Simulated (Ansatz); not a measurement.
# C: a trial structure relaxed

The task: take a trial cell of C to zero force and stress, then test the end with a random kick.

Program: Ansatz 0.2.0. Level of theory: DFT PBE, scalar-relativistic, plane waves, PAW. These are calculated values, not measurements.

## Step 1: The system as given

The structure is monoclinic, space group C2 (No. 5). Conventional cell: a = 3.839 Å, b = 6.029 Å, c = 2.481 Å, α = 90.00°, β = 113.90°, γ = 90.00°. C (site symmetry 1) is surrounded by 4 C at 1.44 to 1.60 Å. C (site symmetry 2) is surrounded by 4 C at 1.54 to 1.56 Å. C (site symmetry 2) has 4 C at 1.46 to 1.54 Å as nearest neighbours.

Structure file:

```
C
1.0
     1.91932   -3.01469    0.00000
     1.91932    3.01469    0.00000
    -1.00529    0.00000    2.26859
C
4
Direct
  0.81876 0.43041 0.80796
  0.05614 0.94386 0.00000
  0.56959 0.18124 0.19204
  0.90460 0.09540 0.50000
```

The cell is invented: 4-connected net of one element (C2, No. 5). The dimensions are guesses.

## Step 2: Probe: one point on a coarse mesh

Contents of input.yaml:

```yaml
crystal:
  lattice:
    - [1.91932144, -3.0146908, 0.0]
    - [1.91932144, 3.0146908, 0.0]
    - [-1.00529376, 0.0, 2.26858769]
  atoms:
    - { symbol: C, position: [0.81875929, 0.43040532, 0.80796374] }
    - { symbol: C, position: [0.05614158, 0.94385842, 0.0] }
    - { symbol: C, position: [0.56959468, 0.18124071, 0.19203626] }
    - { symbol: C, position: [0.90459953, 0.09540047, 0.5] }
basis:
  ecutwfc: 420
kpoints:
  mp_grid: { grid: [6, 6, 8] }
hamiltonian:
  xc: pbe
scf:
  occupations: { method: gaussian, width: 0.1 }
  lower_state_search: "off"
output:
  forces: true
  stress: true
  eigenvalues: true
```

On the command line:

```console
$ ansatz run input.yaml --threads 1 --pin off --max-ram 2560MiB --backend cpu --events-out ev --progress --plain --runs-dir out
```

What it wrote, shortened:

```text
[...]
SCF converged after 7 iterations
Free energy (F): -999.691152 eV
[...]
E sigma→0 (E₀):  -999.691152 eV
Fermi energy:    11.505174 eV
[...]
--- Forces (eV/Å), atoms counted from 1 ---
  atom   1  C      0.91323185     2.50016545     1.28695667
  atom   2  C      0.00000000    -0.58760419    -0.00000000
  atom   3  C     -0.91323185     2.50016545    -1.28695667
  atom   4  C      0.00000000    -4.41271118    -0.00000000
[...]
--- Stress (GPa, compression-positive) ---
       -4.772450       0.000000       8.164081
        0.000000      43.053317      -0.000000
        8.164081      -0.000000      13.586986
  P = ⅓ Tr σ = 17.2893 GPa (172.893 kbar)
--- Band table (eV; the first three rows and the last of 89) ---
  k-point 0: bands = ["-10.7381", "-2.3367", "1.0655", "2.2293", "5.0617", "6.0503", "7.2696", "7.5996", "14.4763", "16.3841", "18.8943", "18.9833"]
[...]
```

Run time: 2.9 s. Hardware: 1 thread of Arm Neoverse V1, shared host; peak memory 0.29 GiB.

Read-out: pressure 17.3 GPa, largest force 4.41 eV/Å, gap on this mesh 1.76 eV. A cheap, loose relaxation comes first.

## Step 3: Rough relaxation on the coarse mesh

Edit input.yaml of step 2 so:

```diff
@@ -23 +23,6 @@
   eigenvalues: true
+relax:
+  adjacent_minimum: "off"
+  f_tol: 0.04
+  max_steps: 70
+  cell: { stress_tol: 0.4 }
```

On the command line:

```console
$ ansatz run input.yaml --threads 1 --pin off --max-ram 2560MiB --backend cpu --events-out ev --progress --plain --runs-dir out
```

What it wrote:

```text
Warning: RAYON_NUM_THREADS=1 ignored (pool sized by the plan → 1); use --threads N
Engine: ansatz 0.2.0, aarch64-unknown-linux-gnu
Pseudopotentials: kind: paw
Pseudopotential: C, paw, valence charge 4, recommended cutoff 420 eV (normal), C.paw.azcp
Functional definition: PBE
  parameter kappa = 0.804
  parameter beta = 0.06672455060314922
  exchange = pbe_x(kappa = kappa, mu = beta*pi^2/3)
  correlation = pbe_c(beta = beta)
Crystal: 4 atoms, lattice volume = 26.253 Å³
Basis set: ecut = 420 eV, 493 PW (Γ), exchange–correlation on 48×48×36 points (8 copies of the dense FFT grid, shifted against one another)
Bands: 12, of which v1, the nominal top of the filled ones, is band 8 counted from 1 (7 counted from 0)
Symmetry: 2 space group operations
Space group: C2 (ITA 5), of the structure as read, at distance tolerance 3.0e-5 Å
k-points: 89 of 288 (time reversal used)
Non-local potential: C, projectors of the file, l = 0: 2, l = 1: 2, l = 2: 1
PAW form: soft (Blöchl's): semilocal exchange-correlation on the pseudo side does not see the compensation charge
PAW one-centre angular grid: C, 110 points (default); XC on 64 Gauss nodes
Initial density: superposition of atomic densities (neutral atoms: chi_scale 0, normalization atom), corrected by the library's trained network
Initial wavefunctions: pseudopotential atomic-orbital guess
Functional: x = pbe(κ = 0.804, μ = 0.2195149727645171), c = pbe(β = 0.06672455060314922)
SCF iter   1: F=—  HF=-999.697692 eV  |F-HF|=—  |Δ(HF+E_count)|=         —  Δρ=1.63e-2  dr2=4.00e-2  ethr=1.77e-3  ⟨swp⟩=5.8  Hψ=6001  notcnv=0
preconditioner: auto → none  [insulator: Δε(μ)=1.783 eV  Ē_g=15.952 eV  σ=0.100 eV  W_gap=1.00  n_scr=6 (ndim 8)  ℏωp=29.0 eV  f_vac=0.002  D(μ)=0.00/eV (n_scr^D=0)  ε∞_Penn≈4.3]
SCF iter   2: F=—  HF=-999.691387 eV  |F-HF|=—  |Δ(HF+E_count)|=   6.30e-3  Δρ=7.30e-3  dr2=6.30e-3  ethr=2.50e-4  ⟨swp⟩=2.2  Hψ=2151  notcnv=0
SCF iter   3: F=—  HF=-999.691081 eV  |F-HF|=—  |Δ(HF+E_count)|=   3.06e-4  Δρ=3.42e-3  dr2=1.30e-3  ethr=3.94e-5  ⟨swp⟩=2.4  Hψ=1703  notcnv=0
SCF iter   4: F=—  HF=-999.691143 eV  |F-HF|=—  |Δ(HF+E_count)|=   6.15e-5  Δρ=4.45e-4  dr2=2.56e-5  ethr=8.11e-6  ⟨swp⟩=2.8  Hψ=1728  notcnv=0
SCF iter   5: F=—  HF=-999.691153 eV  |F-HF|=—  |Δ(HF+E_count)|=   9.85e-6  Δρ=1.48e-4  dr2=4.88e-6  ethr=1.60e-7  ⟨swp⟩=2.0  Hψ=1707  notcnv=0
SCF iter   6: F=—  HF=-999.691152 eV  |F-HF|=—  |Δ(HF+E_count)|=   3.97e-7  Δρ=5.08e-5  dr2=2.75e-7  ethr=3.05e-8  ⟨swp⟩=2.1  Hψ=1597  notcnv=0
SCF iter   7: F=-999.691152 eV  HF=-999.691152 eV  |F-HF|=7.51e-9  |Δ(HF+E_count)|=   2.62e-7  Δρ=7.12e-6  dr2=5.00e-9  ethr=6.25e-10  ⟨swp⟩=6.0  Hψ=5397  notcnv=0
SCF 1 converged in 7 iterations: F = -999.691152 eV  dr2 = 5.00e-9
relax step   1: F+E_penalty+E_count = -999.69115248 eV  Δ(F+E_penalty+E_count) = +0.000e0 eV  max|allowed force component| = 4.413e0 eV/Å  Δτ_max = 0.0000 Å  P = +17.289 GPa  Ω = 26.253 Å³  (7 SCF iters, dr2 threshold 1.00e-7 eV, accepted)
Crystal: 4 atoms, lattice volume = 26.736 Å³
Basis set: ecut = 420 eV, 511 PW (Γ), exchange–correlation on 48×48×36 points (8 copies of the dense FFT grid, shifted against one another)
Initial density: handed on by an earlier stage of this run
Initial wavefunctions: those handed on with the density
iter 1 solved again at ethr=2.41e-4 eV; its pass at ethr=3.10e-3 eV (dr2=3.85e-2 eV) is discarded
SCF iter   1: F=—  HF=-999.931537 eV  |F-HF|=—  |Δ(HF+E_count)|=         —  Δρ=1.20e-2  dr2=3.54e-2  ethr=2.41e-4  ⟨swp⟩=1.0  Hψ=9441  notcnv=0
preconditioner: auto → none  [insulator: Δε(μ)=1.406 eV  Ē_g=15.726 eV  σ=0.100 eV  W_gap=1.00  n_scr=6 (ndim 8)  ℏωp=28.7 eV  f_vac=0.007  D(μ)=0.00/eV (n_scr^D=0)  ε∞_Penn≈4.3]
SCF iter   2: F=—  HF=-999.922206 eV  |F-HF|=—  |Δ(HF+E_count)|=   9.33e-3  Δρ=5.19e-3  dr2=5.54e-3  ethr=2.21e-4  ⟨swp⟩=2.1  Hψ=2020  notcnv=0
SCF iter   3: F=—  HF=-999.921081 eV  |F-HF|=—  |Δ(HF+E_count)|=   1.13e-3  Δρ=2.14e-3  dr2=6.33e-4  ethr=3.46e-5  ⟨swp⟩=2.0  Hψ=1632  notcnv=0
SCF iter   4: F=—  HF=-999.921062 eV  |F-HF|=—  |Δ(HF+E_count)|=   1.89e-5  Δρ=8.05e-4  dr2=8.45e-5  ethr=3.95e-6  ⟨swp⟩=2.1  Hψ=1777  notcnv=0
SCF iter   5: F=—  HF=-999.921068 eV  |F-HF|=—  |Δ(HF+E_count)|=   5.63e-6  Δρ=1.74e-4  dr2=4.33e-6  ethr=5.28e-7  ⟨swp⟩=2.2  Hψ=1783  notcnv=0
SCF iter   6: F=-999.921068 eV  HF=-999.921069 eV  |F-HF|=4.32e-8  |Δ(HF+E_count)|=   5.47e-7  Δρ=3.88e-5  dr2=2.63e-7  ethr=2.50e-9  ⟨swp⟩=4.2  Hψ=6095  notcnv=0
SCF 2 converged in 6 iterations: F = -999.921068 eV  dr2 = 2.63e-7
relax step   2: F+E_penalty+E_count = -999.92106849 eV  Δ(F+E_penalty+E_count) = -2.299e-1 eV  max|allowed force component| = 2.686e0 eV/Å  Δτ_max = 0.0144 Å  P = +7.523 GPa  Ω = 26.736 Å³  energy of the carried Pulay correction = -2.396e-3 eV  (6 SCF iters, dr2 threshold 4.00e-7 eV, accepted)
Crystal: 4 atoms, lattice volume = 27.050 Å³
Basis set: ecut = 420 eV, 527 PW (Γ), exchange–correlation on 48×48×36 points (8 copies of the dense FFT grid, shifted against one another)
iter 1 solved again at ethr=2.60e-4 eV; its pass at ethr=3.10e-3 eV (dr2=4.16e-2 eV) is discarded
SCF iter   1: F=—  HF=-1000.028516 eV  |F-HF|=—  |Δ(HF+E_count)|=         —  Δρ=1.22e-2  dr2=3.99e-2  ethr=2.60e-4  ⟨swp⟩=1.0  Hψ=9411  notcnv=0
preconditioner: auto → none  [insulator: Δε(μ)=0.847 eV  Ē_g=15.541 eV  σ=0.100 eV  W_gap=1.00  n_scr=6 (ndim 8)  ℏωp=28.6 eV  f_vac=0.005  D(μ)=0.00/eV (n_scr^D=0)  ε∞_Penn≈4.4]
SCF iter   2: F=—  HF=-1000.016245 eV  |F-HF|=—  |Δ(HF+E_count)|=   1.23e-2  Δρ=3.85e-3  dr2=2.29e-3  ethr=2.50e-4  ⟨swp⟩=2.2  Hψ=1851  notcnv=0
SCF iter   3: F=—  HF=-1000.016005 eV  |F-HF|=—  |Δ(HF+E_count)|=   2.40e-4  Δρ=1.02e-3  dr2=1.12e-4  ethr=1.43e-5  ⟨swp⟩=2.5  Hψ=1759  notcnv=0
SCF iter   4: F=—  HF=-1000.016029 eV  |F-HF|=—  |Δ(HF+E_count)|=   2.35e-5  Δρ=1.29e-4  dr2=2.00e-6  ethr=7.01e-7  ⟨swp⟩=2.0  Hψ=1693  notcnv=0
iter 5 did not close the SCF: its close was put off for the readings that it lacked (scf_convergence_deferred on its scf_iter line)
SCF iter   5: F=-1000.016030 eV  HF=-1000.016030 eV  |F-HF|=3.66e-8  |Δ(HF+E_count)|=   6.75e-7  Δρ=1.95e-5  dr2=3.63e-8  ethr=1.25e-8  ⟨swp⟩=2.6  Hψ=1718  notcnv=0
SCF iter   6: F=-1000.016030 eV  HF=-1000.016030 eV  |F-HF|=7.07e-10  |Δ(HF+E_count)|=   4.20e-8  Δρ=2.57e-6  dr2=7.57e-10  ethr=2.27e-10  ⟨swp⟩=2.1  Hψ=3693  notcnv=0
SCF 3 converged in 6 iterations: F = -1000.016030 eV  dr2 = 7.57e-10
relax step   3: F+E_penalty+E_count = -1000.01602958 eV  Δ(F+E_penalty+E_count) = -9.496e-2 eV  max|allowed force component| = 5.984e-1 eV/Å  Δτ_max = 0.0310 Å  P = +0.958 GPa  Ω = 27.050 Å³  energy of the carried Pulay correction = -3.928e-3 eV  (6 SCF iters, dr2 threshold 4.00e-7 eV, accepted)
[... 12 lines left out ...]
relax step   4: F+E_penalty+E_count = -1000.02107160 eV  Δ(F+E_penalty+E_count) = -5.042e-3 eV  max|allowed force component| = 4.048e-1 eV/Å  Δτ_max = 0.0161 Å  P = -0.091 GPa  Ω = 27.157 Å³  energy of the carried Pulay correction = -4.448e-3 eV  (6 SCF iters, dr2 threshold 4.00e-7 eV, accepted)
[... 12 lines left out ...]
relax step   5: F+E_penalty+E_count = -1000.02123659 eV  Δ(F+E_penalty+E_count) = -1.650e-4 eV  max|allowed force component| = 2.331e-1 eV/Å  Δτ_max = 0.0149 Å  P = -0.082 GPa  Ω = 27.131 Å³  energy of the carried Pulay correction = -4.321e-3 eV  (6 SCF iters, dr2 threshold 4.00e-7 eV, accepted)
[... 12 lines left out ...]
relax step   6: F+E_penalty+E_count = -1000.02501109 eV  Δ(F+E_penalty+E_count) = -3.775e-3 eV  max|allowed force component| = 1.081e-2 eV/Å  Δτ_max = 0.0079 Å  P = -0.130 GPa  Ω = 27.147 Å³  energy of the carried Pulay correction = -4.402e-3 eV  (6 SCF iters, dr2 threshold 4.00e-7 eV, accepted)
[... 13 lines left out ...]
relax step   7: F+E_penalty+E_count = -1000.02513516 eV  Δ(F+E_penalty+E_count) = -1.241e-4 eV  max|allowed force component| = 3.792e-3 eV/Å  Δτ_max = 0.0002 Å  P = +0.046 GPa  Ω = 27.130 Å³  energy of the carried Pulay correction = -4.318e-3 eV  (6 SCF iters, dr2 threshold 4.00e-7 eV, accepted)
[... 13 lines left out ...]
relax step   8: F+E_penalty+E_count = -1000.03189665 eV  Δ(F+E_penalty+E_count) = -6.761e-3 eV  max|allowed force component| = 5.901e-3 eV/Å  Δτ_max = 0.0000 Å  P = +0.424 GPa  Ω = 27.130 Å³  stress off target by 7.61e-1 GPa  SCF on the basis re-selected at this cell (its energy is not comparable with the rows above)  (6 SCF iters)
[... 14 lines left out ...]
relax step   9: F+E_penalty+E_count = -1000.03181956 eV  Δ(F+E_penalty+E_count) = +7.709e-5 eV  max|allowed force component| = 1.294e-2 eV/Å  Δτ_max = 0.0002 Å  P = +0.051 GPa  Ω = 27.160 Å³  energy of the carried Pulay correction = -1.521e-4 eV  (6 SCF iters, dr2 threshold 4.00e-7 eV, accepted)
iter 1 solved again at ethr=1.40e-7 eV; its pass at ethr=3.10e-3 eV (dr2=2.24e-5 eV) is discarded
SCF iter   1: F=—  HF=-1000.031947 eV  |F-HF|=—  |Δ(HF+E_count)|=         —  Δρ=8.88e-6  dr2=2.52e-9  ethr=1.40e-7  ⟨swp⟩=3.5  Hψ=9052  notcnv=0
eigensolver tolerance schedule: the retry pair's looser diagonalisation over-reported the residual by 8875.18 of it (diagonalisation noise at 0.67 of the residual, at the tolerance the schedule requests for it); recorded, not acted on — ethr = c·dr2/N_el stays at c = 1.0e-1
preconditioner: auto → none  [insulator: Δε(μ)=0.585 eV  Ē_g=15.494 eV  σ=0.100 eV  W_gap=1.00  n_scr=6 (ndim 8)  ℏωp=28.5 eV  f_vac=0.002  D(μ)=0.00/eV (n_scr^D=0)  ε∞_Penn≈4.4]
SCF iter   2: F=—  HF=-1000.031946 eV  |F-HF|=—  |Δ(HF+E_count)|=   1.29e-6  Δρ=4.43e-6  dr2=6.20e-10  ethr=1.57e-11  ⟨swp⟩=2.8  Hψ=2140  notcnv=0
iter 3 did not close the SCF: its close was put off for the readings that it lacked (scf_convergence_deferred on its scf_iter line)
SCF iter   3: F=-1000.031946 eV  HF=-1000.031946 eV  |F-HF|=1.42e-11  |Δ(HF+E_count)|=   5.75e-9  Δρ=5.03e-7  dr2=4.99e-11  ethr=3.87e-12  ⟨swp⟩=2.0  Hψ=1780  notcnv=0
iter 4 did not close the SCF: its close was put off for the readings that it lacked (scf_convergence_deferred on its scf_iter line)
SCF iter   4: F=-1000.031946 eV  HF=-1000.031946 eV  |F-HF|=0.00e0  |Δ(HF+E_count)|=  9.09e-13  Δρ=1.85e-7  dr2=5.02e-12  ethr=1.00e-12  ⟨swp⟩=1.0  Hψ=1068  notcnv=0
iter 5 did not close the SCF: its close was put off for the readings that it lacked (scf_convergence_deferred on its scf_iter line)
SCF iter   5: F=-1000.031946 eV  HF=-1000.031946 eV  |F-HF|=3.41e-13  |Δ(HF+E_count)|=  1.14e-12  Δρ=3.20e-8  dr2=2.64e-13  ethr=1.00e-12  ⟨swp⟩=1.0  Hψ=1068  notcnv=0
iter 6 did not close the SCF: its close was put off for the readings that it lacked (scf_convergence_deferred on its scf_iter line)
SCF iter   6: F=-1000.031946 eV  HF=-1000.031946 eV  |F-HF|=2.27e-13  |Δ(HF+E_count)|=  1.14e-13  Δρ=1.27e-8  dr2=3.82e-14  ethr=1.00e-12  ⟨swp⟩=1.0  Hψ=1068  notcnv=0
SCF iter   7: F=-1000.031946 eV  HF=-1000.031946 eV  |F-HF|=3.41e-13  |Δ(HF+E_count)|=  1.14e-13  Δρ=5.48e-9  dr2=6.49e-15  ethr=1.00e-12  ⟨swp⟩=1.6  Hψ=2549  notcnv=0
SCF 10 converged in 7 iterations: F = -1000.031946 eV  dr2 = 6.49e-15
relax step  10: F+E_penalty+E_count = -1000.03194562 eV  Δ(F+E_penalty+E_count) = -1.261e-4 eV  max|allowed force component| = 1.289e-2 eV/Å  Δτ_max = 0.0000 Å  P = +0.053 GPa  Ω = 27.160 Å³  stress off target by 1.34e-1 GPa  SCF on the basis re-selected at this cell (its energy is not comparable with the rows above)  (7 SCF iters)
basis re-selected at this cell: Δ(F+E_penalty+E_count) = -1.261e-4 eV, ΔP = +0.002 GPa vs the last step (what re-selecting the basis moved, of the pressure what is left beyond the Pulay correction that the steps carried, after the strain that the cell walked since its last selection, with what the two solves' SCF thresholds leave and, on support functions, any second-order correction that the steps lacked; it is no measure of the basis error at this ecutwfc). This SCF's stress stands 1.34e-1 GPa from its target on what of the cell is left free (relax.cell.stress_tol is 4.00e-1 GPa) and its largest allowed force component is 1.29e-2 eV/Å (relax.f_tol is 4.00e-2 eV/Å): within both
SCF converged after 7 iterations
Free energy (F): -1000.031946 eV
Harris-Foulkes:  -1000.031946 eV  (|F-HF|=3.41e-13)
Internal energy: -1000.031946 eV  (E = F + TS)
E sigma→0 (E₀):  -1000.031946 eV
Entropy (-TS):   -0.000000 eV (-0.000 meV/atom)
Fermi energy:    10.913632 eV
--- Per-component energies (eV) ---
  E_band       = 25.705005
  E_kinetic    = 364.107619
  E_local      = -394.429095  (includes V_loc(G=0)·N_el)
  E_nonlocal   = 106.869950
  E_hartree    = 107.142563
  E_xc         = -192.770450
  E_vxc        = -239.059213  (∫ρ·V_xc dr)
  E_paw        = -396.431822  (= ΣΔE_a)
  E_vpaw       = -26.069412  (= ΣTr[D̂ρ^β])
  E_aug_tail   = 0.000032  (compensation charges beyond the density's cutoff)
  E_ewald      = -594.520742
  E_smearing   = -0.000000  (= −TS)
  E_closure    = -0.000000  (closes the sum)
  Σ components = -1000.031946   (vs F -1000.031946, Δ=0.00e0)
--- Forces (eV/Å), atoms counted from 1 ---
  atom   1  C     -0.00092006    -0.00055722    -0.01288855
  atom   2  C      0.00000000    -0.00280420     0.00000000
  atom   3  C      0.00092006    -0.00055722     0.01288855
  atom   4  C      0.00000000     0.00391855    -0.00000000
  max |Σ_I F_I| component: 8.96e-8 eV/Å
--- Stress (GPa, compression-positive) ---
       -0.005551       0.000000      -0.027755
        0.000000       0.036170       0.000000
       -0.027753       0.000000       0.128926
  P = ⅓ Tr σ = 0.0532 GPa (0.532 kbar)
--- Band table (eV; the first three rows and the last of 89) ---
  k-point 0: bands = ["-10.5269", "-2.4770", "0.3864", "1.5907", "5.4667", "5.4803", "6.8546", "7.2156", "14.9574", "15.4617", "17.7858", "18.3841"]
  k-point 1: bands = ["-10.2047", "-2.4143", "0.4770", "1.8675", "4.4441", "5.3079", "6.2997", "7.0807", "14.0757", "16.3459", "17.8667", "20.0200"]
  k-point 2: bands = ["-9.2487", "-2.3335", "0.4956", "2.0201", "2.5354", "4.3512", "6.6570", "6.9589", "12.4702", "17.0301", "18.0806", "18.8718"]
  k-point 88: bands = ["-5.2977", "-3.3195", "-2.3549", "-1.5530", "2.6124", "2.7143", "8.2155", "9.5078", "14.8849", "15.1285", "19.2840", "20.0065"]
--- Relaxed structure (8 steps of the walk, 8 accepted, 2 SCFs on fresh bases) ---
  F+E_penalty+E_count = -1000.03194562 eV   max|allowed force component| = 1.289e-2 eV/Å   (the final SCF, on the basis selected at the relaxed cell)
  cell:  # Å, volume = 27.1602 Å³
    - [1.8857934254339588, -3.130472380858158, 0.02649423939134178]
    - [1.8857934254339588, 3.130472380858158, 0.02649423939134178]
    - [-0.9564171064012461, -3.2156998972087525e-33, 2.286940815991567]
  atoms:
    - { symbol: C, position: [0.813821419111292, 0.43534242150205127, 0.8057925412521681] }
    - { symbol: C, position: [0.056676487527926867, 0.943323512472073, 0.0] }
    - { symbol: C, position: [0.5646575784979487, 0.1861785808887081, 0.19420745874783202] }
    - { symbol: C, position: [0.9139395948628325, 0.08606040513716734, 0.49999999999999994] }
```

Wall time 37 s (1 thread of Arm Neoverse V1, shared host); peak memory 0.31 GiB.

Step by step:

```
step  E - E(step 1) (eV/cell)  largest force component (eV/Å)  pressure (GPa)  volume (Å³)
   1                   0.0000                          4.4127           17.29        26.25
   2                  -0.2299                          2.6859            7.52        26.74
   3                  -0.3249                          0.5984            0.96        27.05
   4                  -0.3299                          0.4048           -0.09        27.16
   5                  -0.3301                          0.2331           -0.08        27.13
   6                  -0.3339                          0.0108           -0.13        27.15
   7                  -0.3340                          0.0038            0.05        27.13
   8                  -0.3407                          0.0059            0.42        27.13
   9                  -0.3407                          0.0129            0.05        27.16
  10                  -0.3408                          0.0129            0.05        27.16
```

Step 1 is the start. Steps 8, 10 each repeat the geometry before them on a plane-wave basis chosen anew, so the energy can jump there without any move.

Lengths and angles in the start's conventional setting:

|  | before | after | change |
| --- | --- | --- | --- |
| a (Å) | 3.839 | 3.772 | -1.7 % |
| b (Å) | 6.029 | 6.261 | +3.8 % |
| c (Å) | 2.481 | 2.479 | -0.1 % |
| β (°) | 113.90 | 111.89 | -1.8 % |
| volume (Å³/atom) | 6.56 | 6.79 | +3.5 % |
| shortest distance (Å) | 1.437 | 1.456 | +1.3 % |
| space group (0.01 Å) | C2 | C2 | same |

The run keeps the 2 symmetry operations of the start, so it could not have lowered the symmetry.

## Step 4: Final relaxation

The end of the coarse run is made exact in the group found at a tolerance of 0.06 Å and reduced to its primitive cell.

Contents of input.yaml:

```yaml
crystal:
  lattice:
    - [1.8859795301, -3.1304723809, 0.0]
    - [1.8859795301, 3.1304723809, 0.0]
    - [-0.9241957857, 0.0, 2.3001508922]
  atoms:
    - { symbol: C, position: [0.8138214191, 0.4353424215, 0.8057925413] }
    - { symbol: C, position: [0.0566764875, 0.9433235125, 0.0] }
    - { symbol: C, position: [0.5646575785, 0.1861785809, 0.1942074587] }
    - { symbol: C, position: [0.9139395949, 0.0860604051, 0.5] }
basis:
  ecutwfc: 420
kpoints:
  mp_grid: { grid: [12, 12, 16] }
hamiltonian:
  xc: pbe
scf:
  occupations: { method: gaussian, width: 0.02 }
output:
  forces: true
  stress: true
  eigenvalues: true
relax:
  adjacent_minimum: "off"
  f_tol: 0.01
  max_steps: 80
  cell: { stress_tol: 0.05 }
```

On the command line:

```console
$ ansatz run input.yaml --threads 1 --pin off --max-ram 2560MiB --backend cpu --events-out ev --progress --plain --runs-dir out
```

What it wrote, shortened:

```text
Warning: RAYON_NUM_THREADS=1 ignored (pool sized by the plan → 1); use --threads N
[...]
[... 3 set-up lines as earlier in the session ...]
[...]
Crystal: 4 atoms, lattice volume = 27.160 Å³
Basis set: ecut = 420 eV, 531 PW (Γ), exchange–correlation on 50×50×36 points (8 copies of the dense FFT grid, shifted against one another)
[...]
    - [1.8857352384796786, -3.1306104327507733, 0.00026123435674040257]
    - [1.8857352384796786, 3.1306104327507733, 0.00026123435674040225]
    - [-0.9237574714386206, -1.0221607827096967e-19, 2.3006112324920127]
  atoms:
    - { symbol: C, position: [0.8137819533227757, 0.4353138403544335, 0.8056655627460582] }
    - { symbol: C, position: [0.05668322044641907, 0.9433167795535808, 0.0] }
    - { symbol: C, position: [0.5646861596455663, 0.1862180466772242, 0.1943344372539415] }
    - { symbol: C, position: [0.9139437465852387, 0.08605625341476142, 0.5000000000000001] }
```

Run time: 1.7 min. Hardware: 1 thread of Arm Neoverse V1, shared host; peak memory 0.55 GiB.

Step by step:

| step | energy from step 1 (eV/cell) | largest force component (eV/Å) | pressure (GPa) | volume (Å³) |
| --- | --- | --- | --- | --- |
| 1 | 0.0000 | 0.0119 | 0.05 | 27.16 |
| 2 | 0.0000 | 0.0049 | 0.02 | 27.16 |
| 3 | 0.0000 | 0.0010 | 0.00 | 27.16 |
| 4 | 0.0000 | 0.0010 | 0.00 | 27.16 |

Step 1 is the start. Step 4 repeats the geometry before it on a plane-wave basis chosen anew for that cell, so its energy need not be comparable with the rows above.

Lengths and angles in the start's conventional setting:

|  | before | after | change |
| --- | --- | --- | --- |
| a (Å) | 3.772 | 3.771 | 0.0 % |
| b (Å) | 6.261 | 6.261 | 0.0 % |
| c (Å) | 2.479 | 2.479 | 0.0 % |
| β (°) | 111.89 | 111.87 | 0.0 % |
| volume (Å³/atom) | 6.79 | 6.79 | 0.0 % |
| shortest distance (Å) | 1.456 | 1.456 | 0.0 % |
| space group (0.01 Å) | C2 | C2 | same |

The run keeps the 2 symmetry operations of the start, so it could not have lowered the symmetry.

(Part 1 of 2 ends here.)
